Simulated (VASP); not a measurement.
A run of VASP 6.6.1 is set up as follows.

INCAR

```
ALGO = Normal
EDIFF = 1E-7
EDIFFG = -0.005
ENCUT = 600
IBRION = 2
ISIF = 3
ISMEAR = 0
LASPH = T
LCHARG = F
LMIXTAU = T
LREAL = F
LWAVE = F
METAGGA = R2SCAN
NELM = 80
NSW = 90
PREC = Accurate
SIGMA = 0.03
```

KPOINTS

```
k-points
0
Gamma
  10 10 10
```

Contents of POSCAR:

```
BAs                                     
1.0
    0.0000000000      2.3931785067      2.3931785067
    2.3931785067      0.0000000000      2.3931785067
    2.3931785067      2.3931785067      0.0000000000
  B               As            
     1     1
Direct
     0.0000000000000000    0.0000000000000000    0.0000000000000000
     0.2500000000000000    0.2500000000000000    0.2500000000000000
```

Potentials or basis: VASP PAW PBE potentials, release 64 (B, As).

Run with:

```sh
$ cat potpaw_PBE.64/B/POTCAR potpaw_PBE.64/As/POTCAR > POTCAR
$ mpirun -np 1 vasp_std > vasp.out
```

Estimate the band gap on the k mesh.

1.38 eV, indirect (least direct gap 3.44 eV).

Final structure:
```yaml
crystal:
  lattice:
    - [0.00000, 2.39318, 2.39318]
    - [2.39318, 0.00000, 2.39318]
    - [2.39318, 2.39318, 0.00000]
  atoms:
    - { symbol: B, position: [0.00000, 0.00000, 0.00000] }
    - { symbol: As, position: [0.25000, 0.25000, 0.25000] }
```

Caveat: the relaxation stopped at its first step, so nothing moved; the PAW data sets were made with another functional, which shifts forces and pressure a little. r2SCAN opens gaps a little over a GGA but as a rule still falls short of measured ones.
